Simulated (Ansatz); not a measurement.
# GeS: checks on the settings of a gradient run

Aim: follow the field gradients at the nuclei of GeS through further changes. The cell is a structure deposited in the COD. Its positions were relaxed in an earlier run. Planned: a check of preconditioner.

Computed with Ansatz 0.2.0 (DFT, PBE, plane-wave PAW, default files, scalar-relativistic, as far as a step names no other, unless a step's input says otherwise).

1 further run of the same task is left out (it didn't finish).

### Step 1. The starting structure

It takes space group Pnma (No. 62, orthorhombic). The conventional cell has a = 10.481 Å, b = 3.646 Å, c = 4.299 Å, α = 90.00°, β = 90.00°, γ = 90.00°. Ge (site symmetry m) is surrounded by 3 S at 2.45 to 2.46 Å. Around S (site symmetry m) lie 3 Ge at 2.45 to 2.46 Å.

As a file:

```
CELL_PARAMETERS angstrom
10.48100 0.00000 0.00000
0.00000 3.64600 0.00000
0.00000 0.00000 4.29900
ATOMIC_POSITIONS crystal
Ge 0.12114 0.25000 0.12752
Ge 0.37886 0.75000 0.62752
Ge 0.62114 0.25000 0.37248
Ge 0.87886 0.75000 0.87248
S 0.85038 0.25000 0.49768
S 0.64962 0.75000 0.99768
S 0.35038 0.25000 0.00232
S 0.14962 0.75000 0.50232
```

The earlier run gave: gap on the mesh 1.08 eV, largest force 0.007 eV/Å, pressure 1.8 GPa.

Site by site (atoms counted from 1):

| site | atoms | first shell | V_zz (10²¹ V/m²) | η | C_Q (MHz) |
| --- | --- | --- | --- | --- | --- |
| Ge | 1, 2, 3, 4 | 3 S at 2.45–2.46 Å; also 3 S at 3.25–3.26 Å | -7.47 | 0.35 | 35.4 (⁷³Ge) |
| S | 5, 6, 7, 8 | 3 Ge at 2.45–2.46 Å; also 3 Ge at 3.25–3.26 Å | -5.19 | 0.04 | 8.70 (³³S) |

Conventions: |V_zz| ≥ |V_yy| ≥ |V_xx|, η = (V_xx − V_yy)/V_zz, C_Q = eQV_zz/h. Q values from Pyykkö, Mol. Phys. 116, 1328 (2018).

### Step 2. Settings changed: scf.mixing.preconditioner = local_kerker

Input file input.yaml:

```yaml
crystal:
  lattice:
    - [10.481, 0.0, 0.0]
    - [0.0, 3.646, 0.0]
    - [0.0, 0.0, 4.299]
  atoms:
    - { symbol: Ge, position: [0.1211380651, 0.25, 0.1275215364] }
    - { symbol: Ge, position: [0.3788619349, 0.75, 0.6275215364] }
    - { symbol: Ge, position: [0.6211380651, 0.25, 0.3724784636] }
    - { symbol: Ge, position: [0.8788619349, 0.75, 0.8724784636] }
    - { symbol: S, position: [0.8503786463, 0.25, 0.4976814226] }
    - { symbol: S, position: [0.6496213537, 0.75, -0.0023185774] }
    - { symbol: S, position: [0.3503786463, 0.25, 1.0023185774] }
    - { symbol: S, position: [0.1496213537, 0.75, 0.5023185774] }
kpoints:
  mp_grid: { grid: [3, 8, 7] }
scf:
  occupations: { method: fermi_dirac, width: 0.02 }
  mixing: { preconditioner: local_kerker }
hamiltonian:
  xc: pbe
  pseudopotentials: { kind: paw }
output:
  forces: true
  stress: true
  populations: true
  efg:
    quadrupole_moments_barn: { Ge: -0.196, S: -0.0694 }
    contact_densities: true
  write_density: true
  write_potential: true
  elf: true
  volumetric_format: npy
```

On the command line:

```
> ansatz run input.yaml --threads 1 --pin off --max-ram 3072MiB --backend cpu --events-out ev --progress --plain --runs-dir out
```

Log:

```text
Warning: RAYON_NUM_THREADS=1 ignored (pool sized by the plan → 1); use --threads N
Engine: ansatz 0.2.0, x86_64-unknown-linux-gnu
Pseudopotentials: kind: paw
Pseudopotential: Ge, paw, valence charge 14, recommended cutoff 420 eV (normal), Ge.paw.azcp
Pseudopotential: S, paw, valence charge 6, recommended cutoff 420 eV (normal), S.paw.azcp
Functional definition: PBE
  parameter kappa = 0.804
  parameter beta = 0.06672455060314922
  exchange = pbe_x(kappa = kappa, mu = beta*pi^2/3)
  correlation = pbe_c(beta = beta)
Crystal: 8 atoms, lattice volume = 164.281 Å³
Basis set: ecut = 420 eV, 3225 PW (Γ), exchange–correlation on 144×50×60 points (8 copies of the dense FFT grid, shifted against one another)
Bands: 48, of which v1, the nominal top of the filled ones, is band 40 counted from 1 (39 counted from 0)
Symmetry: 8 space group operations
Space group: Pnma (ITA 62), of the structure as read, at distance tolerance 5.5e-5 Å
k-points: 40 of 168
Non-local potential: Ge, projectors of the file, l = 0: 2, l = 1: 2, l = 2: 3, l = 3: 1
Non-local potential: S, projectors of the file, l = 0: 2, l = 1: 2, l = 2: 2
PAW form: soft (Blöchl's): semilocal exchange-correlation on the pseudo side does not see the compensation charge
PAW one-centre angular grid: Ge, 590 points (default); XC on 64 Gauss nodes
PAW one-centre angular grid: S, 110 points (default); XC on 64 Gauss nodes
Initial density: superposition of atomic densities (neutral atoms: chi_scale 0, normalization atom), corrected by the library's trained network
Initial wavefunctions: pseudopotential atomic-orbital guess
Functional: x = pbe(κ = 0.804, μ = 0.2195149727645171), c = pbe(β = 0.06672455060314922)
SCF iter   1: F=—  HF=-20790.272503 eV  |F-HF|=—  |Δ(HF+E_count)|=         —  Δρ=1.82e-3  dr2=8.59e-3  ethr=1.77e-3  ⟨swp⟩=6.5  Hψ=7384  notcnv=0
SCF iter   2: F=—  HF=-20790.269512 eV  |F-HF|=—  |Δ(HF+E_count)|=   2.99e-3  Δρ=8.87e-4  dr2=1.57e-3  ethr=1.07e-5  ⟨swp⟩=2.2  Hψ=3022  notcnv=0  defer=105
SCF iter   3: F=—  HF=-20790.269694 eV  |F-HF|=—  |Δ(HF+E_count)|=   1.82e-4  Δρ=1.96e-4  dr2=4.73e-5  ethr=1.97e-6  ⟨swp⟩=2.0  Hψ=2467  notcnv=0  defer=105
SCF iter   4: F=—  HF=-20790.269933 eV  |F-HF|=—  |Δ(HF+E_count)|=   2.38e-4  Δρ=6.71e-5  dr2=4.83e-6  ethr=5.91e-8  ⟨swp⟩=2.0  Hψ=3412  notcnv=0  defer=105
SCF iter   5: F=—  HF=-20790.269928 eV  |F-HF|=—  |Δ(HF+E_count)|=   4.41e-6  Δρ=1.87e-5  dr2=4.70e-7  ethr=6.03e-9  ⟨swp⟩=2.0  Hψ=3412  notcnv=0  defer=105
SCF iter   6: F=-20790.269928 eV  HF=-20790.269928 eV  |F-HF|=9.06e-9  |Δ(HF+E_count)|=   2.29e-8  Δρ=3.47e-6  dr2=1.47e-8  ethr=1.25e-10  ⟨swp⟩=12.3  Hψ=12580  notcnv=0
SCF 1 converged in 6 iterations: F = -20790.269928 eV  dr2 = 1.47e-8
SCF converged after 6 iterations
Free energy (F): -20790.269928 eV
Harris-Foulkes:  -20790.269928 eV  (|F-HF|=9.06e-9)
Internal energy: -20790.269928 eV  (E = F + TS)
E sigma→0 (E₀):  -20790.269928 eV
Fermi energy:    8.115533 eV
--- Per-component energies (eV) ---
  E_band       = -599.033178
  E_kinetic    = 864.417536
  E_local      = -10236.010842  (includes V_loc(G=0)·N_el)
  E_nonlocal   = 1771.941592
  E_hartree    = 4421.219393
  E_xc         = -689.533731
  E_vxc        = -605.725094  (∫ρ·V_xc dr)
  E_paw        = -10461.562185  (= ΣΔE_a)
  E_vpaw       = -1236.099588  (= ΣTr[D̂ρ^β])
  E_aug_tail   = 0.001334  (compensation charges beyond the density's cutoff)
  E_ewald      = -6460.743025
  E_smearing   = -0.000000  (= −TS)
  E_closure    = -0.000000  (closes the sum)
  Σ components = -20790.269928   (vs F -20790.269928, Δ=0.00e0)
--- Forces (eV/Å), atoms counted from 1 ---
  atom   1  Ge     0.00538864    -0.00000000     0.00473611
  atom   2  Ge    -0.00538864    -0.00000000     0.00473611
  atom   3  Ge     0.00538864     0.00000000    -0.00473611
  atom   4  Ge    -0.00538864     0.00000000    -0.00473611
  atom   5  S     -0.00417821    -0.00000000     0.00288404
  atom   6  S      0.00417821    -0.00000000     0.00288404
  atom   7  S     -0.00417821     0.00000000    -0.00288404
  atom   8  S      0.00417821     0.00000000    -0.00288404
  max |Σ_I F_I| component: 1.73e-18 eV/Å
--- Stress (GPa, compression-positive) ---
        1.558413       0.000000      -0.000000
        0.000000       2.121669      -0.000000
       -0.000000      -0.000000       1.631518
  P = ⅓ Tr σ = 1.7705 GPa (17.705 kbar)
--- PAW observables at the nuclei: V_zz in 10²¹ V/m², potentials from the cell's mean, atoms counted from 1 ---
  atom   1  Ge V_zz =    -7.468986   η = 0.3454   by run symmetry: allowed   C_q = +35.3975 MHz
            electrostatic potential = -4320.568426 V   contact ρ = 210299.410159 e/Å³
  atom   2  Ge V_zz =    -7.468986   η = 0.3454   by run symmetry: allowed   C_q = +35.3975 MHz
            electrostatic potential = -4320.568426 V   contact ρ = 210299.410159 e/Å³
  atom   3  Ge V_zz =    -7.468986   η = 0.3454   by run symmetry: allowed   C_q = +35.3975 MHz
            electrostatic potential = -4320.568426 V   contact ρ = 210299.410159 e/Å³
  atom   4  Ge V_zz =    -7.468986   η = 0.3454   by run symmetry: allowed   C_q = +35.3975 MHz
            electrostatic potential = -4320.568426 V   contact ρ = 210299.410159 e/Å³
  atom   5  S  V_zz =    -5.186899   η = 0.0356   by run symmetry: allowed   C_q = +8.7041 MHz
            electrostatic potential = -1633.657104 V   contact ρ = 19770.677934 e/Å³
  atom   6  S  V_zz =    -5.186899   η = 0.0356   by run symmetry: allowed   C_q = +8.7041 MHz
            electrostatic potential = -1633.657104 V   contact ρ = 19770.677934 e/Å³
  atom   7  S  V_zz =    -5.186899   η = 0.0356   by run symmetry: allowed   C_q = +8.7041 MHz
            electrostatic potential = -1633.657104 V   contact ρ = 19770.677934 e/Å³
  atom   8  S  V_zz =    -5.186899   η = 0.0356   by run symmetry: allowed   C_q = +8.7041 MHz
            electrostatic potential = -1633.657104 V   contact ρ = 19770.677934 e/Å³
--- Band table (eV; the first three rows and the last of 40) ---
  k-point 0: bands = ["-16.8516", "-16.8480", "-16.8443", "-16.8418", "-16.8401", "-16.8384", "-16.8382", "-16.8367", "-16.8098", "-16.8096", "-16.8052", "-16.8031", "-16.8027", "-16.8017", "-16.7868", "-16.7830", "-16.7829", "-16.7827", "-16.7783", "-16.7779", "-6.9931", "-6.5869", "-5.4261", "-4.7468", "-0.4414", "0.2123", "1.7472", "2.4239", "2.6348", "3.5138", "3.8200", "3.9771", "4.1479", "4.5510", "5.4005", "5.4806", "5.9733", "6.6786", "6.6921", "7.5211", "8.6483", "10.2392", "10.4571", "10.6549", "10.7720", "11.0201", "11.5169", "12.3060"]
  k-point 1: bands = ["-16.8512", "-16.8476", "-16.8446", "-16.8421", "-16.8403", "-16.8386", "-16.8383", "-16.8368", "-16.8091", "-16.8088", "-16.8050", "-16.8031", "-16.8025", "-16.8019", "-16.7866", "-16.7832", "-16.7830", "-16.7823", "-16.7786", "-16.7783", "-6.8892", "-6.4894", "-5.4255", "-4.8030", "-0.7994", "0.1201", "1.3285", "1.8429", "2.4951", "3.8031", "4.2533", "4.4155", "4.5414", "4.6453", "5.4265", "5.8314", "5.9558", "6.3420", "7.0245", "7.4599", "8.7296", "10.1159", "10.4378", "10.5768", "10.5800", "11.0813", "11.4120", "12.0574"]
  k-point 2: bands = ["-16.8500", "-16.8468", "-16.8454", "-16.8429", "-16.8407", "-16.8395", "-16.8382", "-16.8371", "-16.8073", "-16.8068", "-16.8046", "-16.8032", "-16.8025", "-16.8024", "-16.7861", "-16.7838", "-16.7827", "-16.7817", "-16.7795", "-16.7791", "-6.5941", "-6.2126", "-5.4891", "-5.0036", "-1.2722", "-0.0661", "0.1531", "1.2678", "2.5774", "4.3427", "4.5477", "4.9061", "5.1252", "5.3069", "5.4444", "5.8576", "5.9373", "6.7564", "7.2267", "7.5681", "9.1806", "9.3057", "9.8685", "10.3619", "10.4320", "10.8905", "11.4436", "11.5991"]
  k-point 39: bands = ["-16.8490", "-16.8490", "-16.8483", "-16.8483", "-16.8336", "-16.8336", "-16.8329", "-16.8329", "-16.8089", "-16.8089", "-16.8071", "-16.8071", "-16.7985", "-16.7985", "-16.7958", "-16.7958", "-16.7753", "-16.7753", "-16.7742", "-16.7742", "-4.9890", "-4.9890", "-4.9672", "-4.9672", "-0.4506", "-0.4506", "-0.3500", "-0.3500", "2.5765", "2.5765", "3.0044", "3.0044", "3.3723", "3.3723", "3.8304", "3.8304", "5.7835", "5.7835", "6.2586", "6.2586", "10.3209", "10.3209", "10.6876", "10.6876", "12.2294", "12.2294", "12.2895", "12.2895"]
--- Löwdin populations: 8 sites ---
  site symbol       q [e]
     0     Ge     13.7557
     1     Ge     13.7557
     2     Ge     13.7557
     3     Ge     13.7557
     4      S      6.1716
     5      S      6.1716
     6      S      6.1716
     7      S      6.1716
  spilling = 0.003638 (of n_electrons = 80.000000)
```

Wall time 21 s (1 thread of Intel Xeon Platinum 8259CL at 2.50GHz (Skylake/Cascade Lake), shared host); peak memory 0.57 GiB.

The run ends with gap on the mesh 1.08 eV, largest force 0.007 eV/Å, pressure 1.8 GPa.

Beside the values of step 1 (V_zz in 10²¹ V/m²):

```csv
site,atoms,"V_zz, PBE relaxed","V_zz, preconditioner local_kerker","η, PBE relaxed","η, preconditioner local_kerker"
Ge,"1, 2, 3, …",-7.47,-7.47,0.35,0.35
S,"5, 6, 7, …",-5.19,-5.19,0.04,0.04
```

The sizes of the gradients above 0.15 moved by less than 0.1 % at any site. The free energy stayed within 0.1 meV/atom.

Density in a lattice plane of the grid's cell (edges 10.48 and 4.30 Å, at 0.250 of the third edge), which holds Ge and S.

Ten even steps from ' ' (0.03 e/Å³) to '@' (45.73 e/Å³):
```
                                                
                                                
                                                
                                                
                            ::@@..              
                                                
    ::@@..                                      
                                                
```
Columns run along the first of these edges and rows up along the second, over one cell in 24 and 8 even steps from the bottom left corner. Atoms in the plane (fractional): Ge at (0.12, 0.13), Ge at (0.62, 0.37), S at (0.85, 0.50), S at (0.35, 0.00).

ELF in the same plane.

Ten even steps from '0' (0.02) to '9' (0.91):
```
177643687785000000001100
001100267741001100267741
000000001100167643687785
100100000000674234880198
112221001101550013798997
243122368872243122368872
651013798997112221001100
674234880198200100000000
```
Columns run along the first of these edges and rows up along the second, over one cell in 24 and 8 even steps from the bottom left corner. Atoms in the plane (fractional): Ge at (0.12, 0.13), Ge at (0.62, 0.37), S at (0.85, 0.50), S at (0.35, 0.00).

Both are smooth fields of the valence electrons: close to the nuclei they are not physical.

The highest ELF values outside the cores: 0.92 in the shell around S, 0.8 Å from S; 0.88 on the S–Ge line, 0.8 Å from S; 0.75 beside Ge, off the lines to its neighbours, 1.2 Å from Ge.

### Step 3. What came out

| quantity | value |
| --- | --- |
| state (step 1) | gap on the mesh 1.08 eV, largest force 0.007 eV/Å, pressure 1.8 GPa |
| V_zz by site, step 1 (10²¹ V/m²) | Ge -7.47, S -5.19 |
| largest C_Q in size, step 1 | 35.4 MHz, ⁷³Ge at Ge |
| step 2 (scf.mixing.preconditioner = local_kerker) against step 1 | less than 0.1 % at any site |

In words: The largest gradient sits at Ge (3 S at 2.45–2.46 Å; also 3 S at 3.25–3.26 Å).

The gaps are Kohn-Sham values of a semilocal functional, not quasiparticle or optical gaps. Such gaps usually fall short of the measured ones.
